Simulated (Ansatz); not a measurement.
Crystal: Gd.

```xyz
2
Lattice="3.6360 0.0000 0.0000 -1.8180 3.1489 0.0000 0.0000 0.0000 5.7826" Properties=species:S:1:pos:R:3 pbc="T T T"
Gd    1.8180    1.0496    4.3369
Gd    0.0000    2.0992    1.4457
```

* Program: Ansatz 0.2.0
* Task: relaxation of cell and atoms
* Functional: PBE
* Dispersion: D3(BJ)
* Potentials or basis: Ansatz PAW
* Cutoff: 420 eV (not typed: the program's choice for these potentials)
* k mesh: 8 × 8 × 5
* Occupations: fermi-dirac, width 0.05 eV
* Spin: collinear spin, ferromagnetic start
* Starting moments: [7.0, 7.0] μB

At the start: volume 33.10 Å³/atom.

Question: How do energy, volume and symmetry change on relaxing?

Answer: It ends after 4 steps and the volume is 31.54 Å³/atom (-4.7 %); space group P6_3/mmc (No. 194, to 0.05 Å); moment 15.21 μB per cell.

The path:
| step | energy change (eV) | largest force (eV/Å) | volume (Å³) |
| --- | --- | --- | --- |
| 1 | 0.0000 | 0.0000 | 66.21 |
| 2 | -0.0167 | 0.0000 | 63.51 |
| 3 | -0.0171 | 0.0000 | 63.07 |
| 4 | -0.0166 | 0.0000 | 63.07 |

Final structure:
```
CELL_PARAMETERS angstrom
3.56989 0.00000 0.00000
-1.78494 3.09161 0.00000
0.00000 0.00000 5.71487
ATOMIC_POSITIONS crystal
Gd 0.66667 0.33333 0.75000
Gd 0.33333 0.66667 0.25000
```

Caveat: the plane-wave basis is chosen anew once the cell has moved, so the energies of steps on either side of that aren't comparable.
